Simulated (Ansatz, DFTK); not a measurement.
This is a calculation of BN for Ansatz 0.2.0. The cell is a database's computed one, not the measured one.

File input.yaml:

```yaml
crystal:
  lattice:
    - [0.0, 1.813001, 1.813001]
    - [1.813001, 0.0, 1.813001]
    - [1.813001, 1.813001, 0.0]
  atoms:
    - { symbol: "N", position: [0.25, 0.25, 0.25] }
    - { symbol: B, position: [0.0, 0.0, 0.0] }
kpoints:
  mp_grid: { grid: [13, 13, 13] }
scf:
  occupations: { method: fermi_dirac, width: 0.05 }
hamiltonian:
  xc: pbesol
  pseudopotentials: { kind: all_electron, lapw: { basis_error: 0.001 } }
output:
  forces: true
  stress: true
  eigenvalues: true
  populations: true
```

Potentials or basis: all-electron LAPW, scalar-relativistic.

Command:

```sh
$ ansatz run input.yaml --threads 1 --pin off --max-ram 3072MiB --backend cpu --events-out ev --progress --plain --runs-dir out
```

Problem. Set up the same calculation for DFTK 0.8.2. Potentials or basis there: PseudoDojo SR PBEsol 0.4.1 standard (PBEsol), cutoff 1143 eV.

Solution. As run (cutoffs and basis follow the program's own potentials, and thresholds, step limits or extra output files can differ):

Contents of run.jl:

```julia
using DFTK
using PseudoPotentialData
using Unitful, UnitfulAtomic
using LinearAlgebra, Printf
include("save.jl")
disable_threading()

# lattice vectors are the columns
lattice = austrip(1u"Å") * [           0.0       1.813001       1.813001;
                 1.813001            0.0       1.813001;
                 1.813001       1.813001            0.0]
symbols   = [:N, :B]
positions = [[0.25, 0.25, 0.25],
             [0.0, 0.0, 0.0]]
pseudopotentials = PseudoFamily("dojo.nc.sr.pbesol.v0_4_1.standard.upf")
elements = Dict(s => ElementPsp(s, pseudopotentials) for s in unique(symbols))
atoms    = [elements[s] for s in symbols]

build_model(lattice, positions; symmetries=true) =
    model_DFT(lattice, atoms, positions;
              functionals=PBEsol(),
              temperature=austrip(0.05u"eV"),
              smearing=Smearing.FermiDirac(),
              symmetries)
Ecut  = 42.0  # hartree
kgrid = [13, 13, 13]
tol   = 1e-6
to_GPa = ustrip(uconvert(u"GPa", 1u"hartree/bohr^3"))

model = build_model(lattice, positions)
basis = PlaneWaveBasis(model; Ecut, kgrid)
display(basis)
scfres = self_consistent_field(basis;
                               tol,
                               nbandsalg=AdaptiveBands(model; n_bands_converge=9))
display(scfres.energies)
@printf "Fermi level: %.6f eV\n" ustrip(auconvert(u"eV", something(scfres.εF, NaN)))
forces = compute_forces_cart(scfres)
println("Forces (eV/Å)")
for (s, f) in zip(symbols, forces)
    @printf "%-3s %12.6f %12.6f %12.6f\n" s ustrip.(auconvert.(u"eV/Å", f))...
end
stress = compute_stresses_cart(scfres)
println("Stress (GPa)")
display(round.(stress * to_GPa; digits=4))
println("Levels at the first k-point (eV): ", round.(ustrip.(auconvert.(u"eV", scfres.eigenvalues[1][1:scfres.n_bands_converge])); digits=4))
save_scf!(scfres; forces, stress)
```

Potentials or basis: dojo.nc.sr.pbesol.v0_4_1.standard.upf (PBEsol).

Launch:

```sh
$ julia --threads=1 run.jl  # save.jl only writes the numbers to a file and isn't shown; printed stress counts tension as positive; times include loading and compiling
```

Both were run:

|  | Ansatz | DFTK |
| --- | --- | --- |
| Pressure | -6.3 GPa | -5.7 GPa |

Where Ansatz's input types no cutoff or centring, it takes its own default and a Γ-centred mesh.

Pressure is positive in compression.
